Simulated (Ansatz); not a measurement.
# Clamped-ion strain scan in SnSe₂

All numbers below come from DFT r2SCAN, scalar-relativistic, plane waves, PAW (Ansatz). Cutoff 500 eV, Γ-centred 12×12×4 k-points, Gaussian smearing of 0.05 eV. No spin polarisation. Energies are free energies at this smearing, counted from the undisturbed cell; pressure is positive in compression.

The undisturbed cell (relaxed at this level):

```
Sn Se
1.0
     3.84057    0.00000    0.00000
    -1.92028    3.32603    0.00000
     0.00000    0.00000    6.52330
Sn Se
1 2
Direct
  0.00000 0.00000 0.00000
  0.33333 0.66667 0.24127
  0.66667 0.33333 0.75873
```

The cell holds layers and no dispersion correction was added, so their binding is poorly described.

The cell is strained by ε times the Voigt pattern (1, 0, 0, 0, 0, 0) (xx, yy, zz, yz, xz, xy; engineering shear) with fractional coordinates fixed.

```
      ε  ΔE (meV/atom)
-0.0600           43.4
-0.0300            9.9
 0.0000            0.0
 0.0450           18.1
```

(1) Predict the stress summed along the pattern (GPa, tension positive) at each point.

Answers

(1)
```csv
ε,"stress summed along the pattern (GPa, tension positive)"
-0.0600,-9.08
-0.0300,-3.99
0.0000,0.00
0.0450,4.37
```

Cost: 4 runs of about 2.7 core-minutes in all, on Arm Neoverse V2 (shared hosts).